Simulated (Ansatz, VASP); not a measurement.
Two plane-wave programs on Na

```xyz
1
Lattice="-1.7467 1.8883 2.6373 1.7467 -1.8883 2.6373 1.7467 1.8883 -2.6373" Properties=species:S:1:pos:R:3 pbc="T T T"
Na    0.0000    0.0000    0.0000
```

Change from the starting cell: strain -0.0750 x Voigt [1, 0, 0, 0, 0, 0], atoms carried along.

Alike in both runs: task single point; functional LDA; k mesh 18 × 18 × 18; occupations gaussian, width 0.15 eV; no spin polarisation.

|  | VASP | Ansatz |
| --- | --- | --- |
| version | VASP 6.6.1 | Ansatz 0.2.0 |
| potentials or method | VASP PAW LDA potentials, release 64 (Na_pv) | scalar-relativistic, plane waves, PAW |
| plane-wave cutoff (eV) | 520 | 420 |
| valence electrons in the cell | 7 | 9 |

|  | VASP | Ansatz | Ansatz less VASP |
| --- | --- | --- | --- |
| gap on the k mesh at the Fermi level (eV) | none | none | - |
| pressure (GPa) | -0.4 | -0.3 | +0.03 |
| largest component of the traceless stress (GPa) | 0.60 | 0.59 | -0.002 |

A gap of «none» marks a metal or a gap that the smearing closes. The two sets of potentials don't hold the same shells in valence.
